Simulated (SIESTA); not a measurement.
# Al under changes of volume

One of the cells (16.603 Å³/atom); the others are scaled copies at fixed shape and fractional positions:

```
Al
1.0
     0.00000    2.02481    2.02481
     2.02481    0.00000    2.02481
     2.02481    2.02481    0.00000
Al
1
Direct
  0.00000 0.00000 0.00000
```

| Quantity | Value |
| --- | --- |
| Program | SIESTA 5.4.2 |
| Functional | LDA |
| Potentials or basis | PseudoDojo 0.4 standard (LDA files) |
| Basis | DZP (energy shift 0.003 Ry) |
| Grid cutoff | 500 Ry |
| Energy shift | 0.003 Ry |
| k mesh | 11 × 11 × 11 |
| Occupations | fermi-dirac, width 0.05 eV |
| Spin | no spin polarisation |

```csv
volume (Å³/atom),energy over the lowest point (meV/atom),pressure (GPa)
15.607,0.89,1.4
15.939,0.00,-0.5
16.271,?,?
16.603,9.07,-3.7
16.935,18.18,-5.0
17.267,29.89,-6.2
17.599,43.83,-7.2
```

Question: What does the run at 16.271 Å³/atom give?

Answer: Energy over the lowest point 2.88 meV/atom; pressure -2.2 GPa.

Worked out: A Birch-Murnaghan fit of order 3 (a polynomial in V^(-2/3)) to the other rows has its minimum at 15.85 Å³/atom with B0 = V·E''(V) = 90 GPa and B' = 5.1. It gives 2.87 meV/atom at 16.271 Å³/atom, against the run's 2.88, and -dE/dV = -2.2 GPa, against -2.2.

Energies are extrapolated to zero smearing.

Caveats: the basis of atomic orbitals isn't converged, which shifts pressures, moduli and gaps.
